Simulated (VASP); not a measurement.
Tl under changes of volume

One of the cells (30.533 Å³/atom); the others are scaled copies at fixed shape and fractional positions:

```
Tl
1.0
    -1.96895    1.96895    1.96895
     1.96895   -1.96895    1.96895
     1.96895    1.96895   -1.96895
Tl
1
Direct
  0.00000 0.00000 0.00000
```

This isn't the form of Tl at room conditions, which is hcp.

```yaml
Program: VASP 6.6.1
Functional: PBE
Potentials_or_basis: VASP PAW PBE potentials, release 64 (Tl_d)
Cutoff: 520 eV
k_mesh: 10 × 10 × 10
Occupations: fermi-dirac, width 0.05 eV
Spin: no spin polarisation
```

| volume (Å³/atom) | energy over the lowest point (meV/atom) | pressure (GPa) |
| --- | --- | --- |
| 28.138 | 34.29 | 3.8 |
| 28.737 | ? | ? |
| 29.335 | 12.19 | 2.0 |
| 30.533 | 1.70 | 0.7 |
| 31.131 | 0.00 | 0.1 |
| 31.730 | 0.31 | -0.4 |

Task: What does the run at 28.737 Å³/atom give?

Result: Energy over the lowest point 21.61 meV/atom; pressure 2.8 GPa.

Worked out: A Birch-Murnaghan fit of order 3 (a polynomial in V^(-2/3)) to the other rows has its minimum at 31.33 Å³/atom with B0 = V·E''(V) = 27 GPa and B' = 5.4. It gives 21.60 meV/atom at 28.737 Å³/atom, against the run's 21.61, and -dE/dV = 2.9 GPa, against 2.8.

Energies are extrapolated to zero smearing.
